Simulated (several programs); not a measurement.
What each method gives for SnTe (h-MgO type)

SnTe, h-MgO type, relaxed with r2SCAN in Ansatz, was computed with several methods. Space group P6_3/mmc (No. 194), hexagonal; a = 5.388 Å, c = 6.424 Å in the conventional setting, 40.37 Å³ an atom. Sn has 5 Te at 3.11–3.21 Å; Te has 5 Sn at 3.11–3.21 Å. The calculation is spin-unpolarised, and the structure need not be a phase that has been made.

```
CELL_PARAMETERS angstrom
5.38790 0.00000 0.00000
-2.69395 4.66606 0.00000
0.00000 0.00000 6.42393
ATOMIC_POSITIONS crystal
Sn 0.33333 0.66667 0.25000
Sn 0.66667 0.33333 0.75000
Te 0.66667 0.33333 0.25000
Te 0.33333 0.66667 0.75000
```

Gaps and times are for a single point on this cell; volume and bulk modulus come from each method's own relaxation or energy curve at fixed shape, which is too stiff where a cell has free coordinates or axes. Times are rough, from shared hosts (Arm Neoverse N1), and each method has its own mesh and cell size. A double dagger marks a value from a curve with shape and coordinates held. A star marks a curve whose lowest point is an end point. PM6 (MOPAC), PM7 (MOPAC), GFN1-xTB (tblite), GFN2-xTB (tblite) treat a cluster of cells at its zone centre, which samples few k points: where these miss a band edge, the gap comes out too large for that reason alone. Gaps from k meshes are read at a limited set of points (mesh, symmetry points, PBE's band edges), so each method's own least gap may be somewhat smaller. xTB and the PM methods were fitted mostly to molecules, and can miss a solid's gap by electronvolts. Minimal bases can be far off for gaps. Times of the plane-wave ladder aren't listed, since it ran on unlike processors and cards. G0W0 is at finite bands, cutoff and mesh. d marks a direct gap, i an indirect one (no mark: not told apart), a dash a value that wasn't computed or didn't pass its checks.

```csv
method,kind,gap (eV),own volume (Å³/atom),bulk modulus (GPa),atoms computed,processor time
PBEsol,semilocal,–,39.08,–,4,–
PM7 (MOPAC),semi-empirical,6.36,–,–,cluster,1 s
GFN1-xTB (tblite),tight binding,2.26,–,–,cluster,1.8 s
PM6 (MOPAC),semi-empirical,3.95,–,–,cluster,1.9 s
light PBE (260 eV and a coarse mesh),light plane-wave,0.43 d,–,–,4,3.2 s
GFN2-xTB (tblite),tight binding,2.59,–,–,cluster,5.5 s
LDA,semilocal,0.42 d,37.94,–,4,–
PBE/SZV (CP2K),small basis,0.42 d,44.38*‡,33*‡,4,12 s
PBE,semilocal,0.45 d,41.16,30‡,4,–
PBE/single zeta (GPAW),small basis,0.48 d,–,–,4,26 s
PBE/DZVP (CP2K),small basis,0.41 d,41.98‡,30‡,4,26 s
r2SCAN,semilocal,0.51 i,40.37,33‡,4,–
PBE+SOC,semilocal,0.18 d,–,–,4,–
G0W0@PBE (120 eV screening cutoff),many-body,0.57,–,–,4,–
```

Against r2SCAN (0.51 eV) and with closed or daggered gaps left aside, the nearest gap at the points sampled is that of PBE/single zeta (GPAW) (-0.03 eV) and the farthest that of PM7 (MOPAC) (+5.85 eV). r2SCAN is only a yardstick of convenience: semilocal gaps usually lie below measured ones, which GLLB-SC and hybrids aim to mend.

Volumes against r2SCAN's: PBEsol -3.2 %, LDA -6.0 %, PBE +1.9 %.

Runs without a result: GLLB-SC (GPAW) (single point, out of time).

Only the rows marked +SOC include spin-orbit coupling.
